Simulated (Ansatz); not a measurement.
# Sb (R-3m) in Ansatz: notebook

The runs below take Sb through relaxation of cell and atoms, single point, with revPBE, PBE, PBE0.

All numbers are computed with Ansatz 0.2.0; they aren't measurements. Logs are shortened: lines on timing, memory, paths and dates and some standing lists are left out, and cuts for length are marked.

### Step 1. The crystal as given

It takes space group R-3m (No. 166, trigonal). Conventional cell: a = 4.308 Å, b = 4.308 Å, c = 11.274 Å, α = 90.00°, β = 90.00°, γ = 120.00°. Around Sb (site symmetry 3m) lie 3 Sb at 2.91 Å.

### Step 2. Relaxation of cell and atoms, revPBE

Input file input.yaml:

```yaml
crystal:
  lattice:
    - [2.1542, 1.2437279499, 3.758]
    - [-2.1542, 1.2437279499, 3.758]
    - [0.0, -2.4874558998, 3.758]
  atoms:
    - { symbol: Sb, position: [0.76651, 0.76651, 0.76651] }
    - { symbol: Sb, position: [0.23349, 0.23349, 0.23349] }
hamiltonian:
  xc: revpbe
  pseudopotentials: { kind: paw }
kpoints:
  mp_grid: { grid: [8, 8, 8] }
scf:
  occupations: { method: fermi_dirac, width: 0.05 }
output:
  forces: true
  stress: true
  write_density: true
  write_potential: true
  elf: true
  volumetric_format: npy
relax:
  f_tol: 0.01
  max_steps: 40
  cell: { stress_tol: 0.05 }
```

Potentials or basis: Ansatz PAW.

Started as:

```
> ansatz run input.yaml --threads 2 --pin off --max-ram 5632MiB --backend cpu --events-out ev --progress --plain --runs-dir out
```

The program printed:

```text
Warning: RAYON_NUM_THREADS=2 ignored (pool sized by the plan → 2); use --threads N
Engine: ansatz 0.2.0, x86_64-unknown-linux-gnu
Pseudopotentials: kind: paw
Pseudopotential: Sb, paw, valence charge 15, recommended cutoff 420 eV (normal), Sb.paw.azcp
Functional definition: revPBE
  parameter kappa = 1.245
  parameter beta = 0.06672455060314922
  exchange = pbe_x(kappa = kappa, mu = beta*pi^2/3)
  correlation = pbe_c(beta = beta)
Crystal: 2 atoms, lattice volume = 60.411 Å³
Basis set: ecut = 420 eV, 1195 PW (Γ), exchange–correlation on 64×64×64 points (8 copies of the dense FFT grid, shifted against one another)
Bands: 19, of which v1, the nominal top of the filled ones, is band 15 counted from 1 (14 counted from 0)
Symmetry: 12 space group operations
Space group: R-3m (ITA 166), of the structure as read, at distance tolerance 3.9e-5 Å
k-points: 65 of 512
Non-local potential: Sb, projectors of the file, l = 0: 2, l = 1: 2, l = 2: 2, l = 3: 2
PAW form: soft (Blöchl's): semilocal exchange-correlation on the pseudo side does not see the compensation charge
PAW frozen core: Sb, regenerated for the run's functional, and the local potential with it (the file was generated under x = pbe(κ = 0.804, μ = 0.2195149727645171), c = pbe(β = 0.06672455060314922))
PAW one-centre angular grid: Sb, 590 points (default); XC on 64 Gauss nodes
Initial density: superposition of atomic densities (neutral atoms: chi_scale 0, normalization atom), corrected by the library's trained network
Initial wavefunctions: pseudopotential atomic-orbital guess
Functional: x = revpbe(κ = 1.245, μ = 0.2195149727645171), c = pbe(β = 0.06672455060314922)
SCF iter   1: F=—  HF=-12981.317115 eV  |F-HF|=—  |Δ(HF+E_count)|=         —  Δρ=2.35e-3  dr2=2.13e-3  ethr=1.77e-3  ⟨swp⟩=6.3  Hψ=6504  notcnv=0
preconditioner: auto → Kerker (q_TF=auto, 2.428 Å⁻¹)  [metal: Δε(μ)=0.026 eV  Ē_g=8.679 eV  σ=0.050 eV  W_gap=0.13  n_scr=14 (ndim 8)  ℏωp=15.1 eV  f_vac=0.002  D(μ)=0.41/eV (n_scr^D=0)]
SCF iter   2: F=—  HF=-12981.315703 eV  |F-HF|=—  |Δ(HF+E_count)|=   1.41e-3  Δρ=1.09e-3  dr2=4.83e-4  ethr=7.10e-6  ⟨swp⟩=2.2  Hψ=2716  notcnv=0
SCF iter   3: F=—  HF=-12981.315879 eV  |F-HF|=—  |Δ(HF+E_count)|=   1.76e-4  Δρ=4.26e-4  dr2=7.92e-5  ethr=1.61e-6  ⟨swp⟩=2.1  Hψ=1463  notcnv=0
SCF iter   4: F=—  HF=-12981.315927 eV  |F-HF|=—  |Δ(HF+E_count)|=   4.89e-5  Δρ=7.87e-5  dr2=6.10e-6  ethr=2.64e-7  ⟨swp⟩=2.1  Hψ=1656  notcnv=0
SCF iter   5: F=—  HF=-12981.315934 eV  |F-HF|=—  |Δ(HF+E_count)|=   6.05e-6  Δρ=3.33e-5  dr2=1.35e-6  ethr=2.03e-8  ⟨swp⟩=2.0  Hψ=1564  notcnv=0
SCF iter   6: F=—  HF=-12981.315934 eV  |F-HF|=—  |Δ(HF+E_count)|=   9.67e-7  Δρ=1.14e-5  dr2=1.39e-7  ethr=4.52e-9  ⟨swp⟩=2.8  Hψ=2144  notcnv=0
SCF iter   7: F=-12981.315935 eV  HF=-12981.315935 eV  |F-HF|=6.87e-9  |Δ(HF+E_count)|=   9.95e-8  Δρ=4.37e-6  dr2=1.15e-8  ethr=3.33e-10  ⟨swp⟩=9.0  Hψ=7152  notcnv=0
SCF 1 converged in 7 iterations: F = -12981.315935 eV  dr2 = 1.15e-8
[... 64 lines left out ...]
SCF iter   6: F=-12981.366500 eV  HF=-12981.366500 eV  |F-HF|=0.00e0  |Δ(HF+E_count)|=  4.91e-11  Δρ=8.00e-8  dr2=7.34e-12  ethr=1.00e-12  ⟨swp⟩=6.3  Hψ=5273  notcnv=0
SCF 7 converged in 6 iterations: F = -12981.366500 eV  dr2 = 7.34e-12
relax step   7: F+E_penalty+E_count = -12981.36649994 eV  Δ(F+E_penalty+E_count) = -8.822e-4 eV  max|allowed force component| = 5.649e-4 eV/Å  Δτ_max = 0.0000 Å  P = -0.003 GPa  Ω = 65.940 Å³  stress off target by 6.27e-3 GPa  SCF on the basis re-selected at this cell (its energy is not comparable with the rows above)  (6 SCF iters)
basis re-selected at this cell: Δ(F+E_penalty+E_count) = -8.822e-4 eV, ΔP = -0.010 GPa vs the last step (what re-selecting the basis moved, of the pressure what is left beyond the Pulay correction that the steps carried, after the strain that the cell walked since its last selection, with what the two solves' SCF thresholds leave and, on support functions, any second-order correction that the steps lacked; it is no measure of the basis error at this ecutwfc). This SCF's stress stands 6.27e-3 GPa from its target on what of the cell is left free (relax.cell.stress_tol is 5.00e-2 GPa) and its largest allowed force component is 5.65e-4 eV/Å (relax.f_tol is 1.00e-2 eV/Å): within both
SCF converged after 6 iterations
Free energy (F): -12981.366500 eV
Harris-Foulkes:  -12981.366500 eV  (|F-HF|=0.00e0)
Internal energy: -12981.364393 eV  (E = F + TS)
E sigma→0 (E₀):  -12981.365447 eV
Entropy (-TS):   -0.002107 eV (-1.053 meV/atom)
Fermi energy:    8.971153 eV
--- Per-component energies (eV) ---
  E_band       = -370.503370
  E_kinetic    = 411.569225
  E_local      = -3341.532125  (includes V_loc(G=0)·N_el)
  E_nonlocal   = 723.199941
  E_hartree    = 1507.424600
  E_xc         = -276.145082
  E_vxc        = -190.829388  (∫ρ·V_xc dr)
  E_paw        = -9162.818967  (= ΣΔE_a)
  E_vpaw       = -987.760215  (= ΣTr[D̂ρ^β])
  E_aug_tail   = -0.000003  (compensation charges beyond the density's cutoff)
  E_ewald      = -2843.048158
  E_core_change = -0.013823  (= ΣΔE_core)
  E_smearing   = -0.002107  (= −TS)
  E_closure    = -0.000000  (closes the sum)
  Σ components = -12981.366500   (vs F -12981.366500, Δ=0.00e0)
--- Forces (eV/Å), atoms counted from 1 ---
  atom   1  Sb    -0.00000000     0.00000000     0.00056489
  atom   2  Sb     0.00000000    -0.00000000    -0.00056489
  max |Σ_I F_I| component: 9.25e-18 eV/Å
--- Stress (GPa, compression-positive) ---
       -0.006270       0.000000       0.000000
        0.000000      -0.006270       0.000000
        0.000000      -0.000000       0.003688
  P = ⅓ Tr σ = -0.0030 GPa (-0.030 kbar)
--- Band table (eV; the first three rows and the last of 65) ---
  k-point 0: bands = ["-20.4663", "-20.4663", "-20.3987", "-20.3987", "-20.3713", "-20.3075", "-20.3075", "-20.2991", "-20.2391", "-20.2391", "-3.2363", "3.6832", "6.9497", "7.2785", "7.2785", "10.6944", "11.3802", "11.3802", "14.2797"]
  k-point 1: bands = ["-20.4625", "-20.4593", "-20.3966", "-20.3945", "-20.3687", "-20.3107", "-20.3092", "-20.3022", "-20.2459", "-20.2432", "-3.0771", "3.1505", "6.9903", "7.2172", "7.3698", "10.6816", "10.9967", "11.1011", "13.6731"]
  k-point 2: bands = ["-20.4526", "-20.4398", "-20.3913", "-20.3830", "-20.3610", "-20.3197", "-20.3171", "-20.3085", "-20.2639", "-20.2542", "-2.6057", "1.9567", "6.9340", "7.0919", "7.7314", "10.0100", "10.3372", "10.4674", "13.9125"]
  k-point 64: bands = ["-20.4380", "-20.4380", "-20.3887", "-20.3887", "-20.3605", "-20.3142", "-20.3142", "-20.3085", "-20.2703", "-20.2703", "-2.0499", "0.4178", "7.6613", "7.6613", "8.3767", "9.3206", "9.3206", "10.0533", "15.5572"]
--- Relaxed structure (6 steps of the walk, 6 accepted, 1 SCFs on fresh bases) ---
  F+E_penalty+E_count = -12981.36649994 eV   max|allowed force component| = 5.649e-4 eV/Å   (the final SCF, on the basis selected at the relaxed cell)
  cell:  # Å, volume = 65.9397 Å³
    - [2.1967255397918604, 1.2682800817345563, 3.944618155268711]
    - [-2.1967255397918604, 1.2682800817345563, 3.944618155268711]
    - [4.047830213494388e-34, -2.5365601634691126, 3.944618155268711]
  atoms:
    - { symbol: Sb, position: [0.769170438433172, 0.769170438433172, 0.769170438433172] }
    - { symbol: Sb, position: [0.23082956156682785, 0.23082956156682785, 0.23082956156682785] }
```

rho_z.tsv:

```text
# z_ang	rho[e/angstrom^3]
# format = ansatz-planar-average/11
# lattice	2.196725540	1.268280082	3.944618155
# lattice	-2.196725540	1.268280082	3.944618155
# lattice	0.000000000	-2.536560163	3.944618155
# sites	2
# site	51	-0.000000000	0.000000000	9.102251028
# site	51	-0.000000000	0.000000000	2.731603438
0.000000	2.390963e-1
0.146556	2.499833e-1
0.293112	2.870921e-1
0.439668	3.605555e-1
0.586224	4.761394e-1
0.732780	6.212890e-1
[... 24 lines left out ...]
4.396680	2.870921e-1
4.543236	2.499833e-1
```

v_z.tsv:

```text
# z_ang	v_es[eV]	v_tot[eV]
# format = ansatz-planar-average/11
# xc	revpbe
# density_cutoff_ev	1680
# datasets	Sb=:simpson_from_first_knot:soft:shift=452376
# lattice	2.196725540	1.268280082	3.944618155
# lattice	-2.196725540	1.268280082	3.944618155
# lattice	0.000000000	-2.536560163	3.944618155
# sites	2
# site	51	-0.000000000	0.000000000	9.102251028
# site	51	-0.000000000	0.000000000	2.731603438
0.000000	5.522245e0	-3.635273e0
0.146556	5.498126e0	-3.688382e0
0.293112	5.416139e0	-3.854748e0
0.439668	5.274281e0	-4.118298e0
0.586224	5.112909e0	-4.402862e0
0.732780	4.985371e0	-4.622368e0
[... 24 lines left out ...]
4.396680	5.416139e0	-3.854748e0
4.543236	5.498126e0	-3.688382e0
```

Wall time 18 s (2 threads of Intel Xeon at 2.70GHz, shared host); peak memory 0.42 GiB.

Results:

| Item | Value |
| --- | --- |
| Free energy | -12981.3665 eV |
| Relaxed volume | 32.97 Å³/atom |
| Relaxed cell | a = 4.690 Å, b = 4.690 Å, c = 4.690 Å, α = 55.86°, β = 55.86°, γ = 55.86° |
| Space group after relaxing (to 0.05 Å) | R-3m (No. 166) |
| Energy gained by relaxing | 25.3 meV/atom |
| Ionic steps | 7 |
| Pressure after relaxing | 0.0 GPa |
| Band gap on the k mesh | none (metal or under the smearing width) |

The path:
```csv
step,energy change (eV),largest force (eV/Å),volume (Å³)
1,0.0000,0.1826,60.41
2,-0.0249,0.3327,67.22
3,-0.0462,0.0818,65.17
4,-0.0483,0.0279,65.03
5,-0.0496,0.0079,65.68
6,-0.0497,0.0004,65.94
7,-0.0506,0.0006,65.94
```

Final structure:
```
Sb
1.0
     2.19673    1.26828    3.94462
    -2.19673    1.26828    3.94462
     0.00000   -2.53656    3.94462
Sb
2
Direct
  0.76917 0.76917 0.76917
  0.23083 0.23083 0.23083
```

Caveat: the plane-wave basis is chosen anew once the cell has moved, so the energies of steps on either side of that aren't comparable; the PAW data sets come from PBE, with cores solved anew for the run's functional, which leaves a small shift of forces and pressure. Spin-orbit coupling is left out, which matters for the levels of Sb.

### Step 3. Single point, PBE

input.yaml: that of step 2 with these lines changed.

```diff
@@ -9,3 +9,3 @@
 hamiltonian:
-  xc: revpbe
+  xc: pbe
   pseudopotentials: { kind: paw }
@@ -14,3 +14,3 @@
 scf:
-  occupations: { method: fermi_dirac, width: 0.05 }
+  occupations: { method: gaussian, width: 0.012 }
 output:
@@ -18,2 +18,3 @@
   stress: true
+  eigenvalues: true
   write_density: true
@@ -22,5 +23 @@
   volumetric_format: npy
-relax:
-  f_tol: 0.01
-  max_steps: 40
-  cell: { stress_tol: 0.05 }
```

Potentials or basis: Ansatz PAW.

Started as:

```
> ansatz run input.yaml --threads 2 --pin off --max-ram 5632MiB --backend cpu --events-out ev --progress --plain --runs-dir out
```

It took 3.3 s on 2 threads of Intel Xeon at 2.70GHz, shared host; peak memory 0.39 GiB.

It converged, with:

```
Free energy            : -12968.9590 eV
Pressure               : 2.7 GPa
Largest force          : 0.141 eV/Å
Band gap on the k mesh : none (metal or under the smearing width)
```

Forces in eV/Å, atoms in the order of the input:
```
Sb   0.000  0.000 -0.141
Sb   0.000  0.000  0.141
```

Stress tensor (GPa, compression positive):
```
2.94 0.00 0.00
0.00 2.94 0.00
0.00 0.00 2.23
```

Levels at points of the mesh, in eV from the Fermi level:
| k point | band 13 | band 14 | band 15 | band 16 | band 17 | band 18 |
| --- | --- | --- | --- | --- | --- | --- |
| (0.00, 0.00, 0.00) | -2.17 | -1.90 | -1.90 | 1.99 | 2.60 | 2.60 |
| (0.00, 0.00, -0.50) | -2.04 | -1.93 | -0.40 | -0.30 | 0.09 | 0.39 |
| (0.00, -0.50, -0.50) | -5.54 | -3.86 | -3.76 | 1.44 | 4.84 | 5.42 |
| (-0.50, -0.50, -0.50) | -1.41 | -1.41 | -0.56 | 0.03 | 0.03 | 1.00 |

### Step 4. Relaxation of cell and atoms, PBE0

Input file input.yaml:

```yaml
crystal:
  lattice:
    - [2.1542, 1.2437279499, 3.758]
    - [-2.1542, 1.2437279499, 3.758]
    - [0.0, -2.4874558998, 3.758]
  atoms:
    - { symbol: Sb, position: [0.76651, 0.76651, 0.76651] }
    - { symbol: Sb, position: [0.23349, 0.23349, 0.23349] }
hamiltonian:
  xc: pbe0
  pseudopotentials: { kind: paw }
kpoints:
  mp_grid: { grid: [4, 4, 4] }
scf:
  occupations: { method: fermi_dirac, width: 0.05 }
output:
  forces: true
  stress: true
relax:
  f_tol: 0.01
  max_steps: 40
  cell: { stress_tol: 0.05 }
```

Started as:

```
> ansatz run input.yaml --threads 2 --pin off --max-ram 5632MiB --backend cpu --events-out ev --progress --plain --runs-dir out
```

Run time: 1.9 min. Hardware: 2 threads of Intel Xeon at 2.70GHz, shared host; peak memory 0.81 GiB.

Results (log left out):

* Free energy: -12975.8944 eV
* Relaxed volume: 31.39 Å³/atom
* Relaxed cell: a = 4.584 Å, b = 4.584 Å, c = 4.584 Å, α = 56.61°, β = 56.61°, γ = 56.61°
* Space group after relaxing (to 0.05 Å): R-3m (No. 166)
* Energy gained by relaxing: 12.3 meV/atom
* Ionic steps: 6
* Pressure after relaxing: 0.0 GPa
* Band gap on the k mesh: 0.89 eV, direct

Step by step:
| step | energy change (eV) | largest force (eV/Å) | volume (Å³) |
| --- | --- | --- | --- |
| 1 | 0.0000 | 0.4000 | 60.41 |
| 2 | -0.0014 | 0.4578 | 62.87 |
| 3 | -0.0232 | 0.0183 | 62.38 |
| 4 | -0.0239 | 0.0272 | 62.44 |
| 5 | -0.0241 | 0.0001 | 62.78 |
| 6 | -0.0246 | 0.0001 | 62.78 |

Final structure:
```
CELL_PARAMETERS angstrom
2.17364 1.25495 3.83588
-2.17364 1.25495 3.83588
0.00000 -2.50990 3.83588
ATOMIC_POSITIONS crystal
Sb 0.77091 0.77091 0.77091
Sb 0.22909 0.22909 0.22909
```

Levels at points of the mesh, in eV from the valence-band top:
| k point | band 13 | band 14 | band 15 | band 16 | band 17 |
| --- | --- | --- | --- | --- | --- |
| (0.00, 0.00, 0.00) | -1.91 | -1.81 | -1.81 | 2.99 | 3.99 |
| (0.00, 0.00, -0.50) | -2.21 | -1.97 | 0.00 | 0.89 | 1.61 |
| (0.00, -0.50, -0.50) | -5.52 | -3.79 | -3.75 | 2.64 | 6.52 |
| (-0.50, -0.50, -0.50) | -1.40 | -1.40 | -0.14 | 1.46 | 1.46 |

Caveat: the k mesh is coarse (spacing up to 0.44 Å⁻¹), so the values aren't converged, least of all with exact exchange; the plane-wave basis is chosen anew once the cell has moved, so the energies of steps on either side of that aren't comparable; spin-orbit coupling is left out, which moves the levels of the heavy elements; the PAW data sets come from PBE, with cores solved anew for the run's functional, which leaves a small shift of forces and pressure. A k mesh can miss the band edges.

### Step 5. Summary

| task | level | cell | k mesh | smearing | mesh quality | gap on the mesh (eV) | pressure (GPa) | relaxed volume (Å³/atom) |
| --- | --- | --- | --- | --- | --- | --- | --- | --- |
| relaxation of cell and atoms | revPBE | relaxed | 8 × 8 × 8 | fermi-dirac 0.05 eV | not flagged | none | 0.0 | 32.97 |
| single point | PBE | as given | 8 × 8 × 8 | gaussian 0.012 eV | not flagged | none | 2.7 | - |
| relaxation of cell and atoms | PBE0 | relaxed | 4 × 4 × 4 | fermi-dirac 0.05 eV | coarse | 0.89 | 0.0 | 31.39 |

Alike in all rows: potentials or basis Ansatz PAW; no spin polarisation; cutoff (eV) 420.

Caveats: some runs use coarse meshes; the plane-wave basis is chosen anew once the cell has moved, so the energies of steps on either side of that aren't comparable (some runs); the PAW data sets come from PBE, with cores solved anew for the run's functional, which leaves a small shift of forces and pressure (some runs); spin-orbit coupling is left out, which moves the levels of the heavy elements (some runs).

Absolute energies hang on the potentials; compare differences alone.
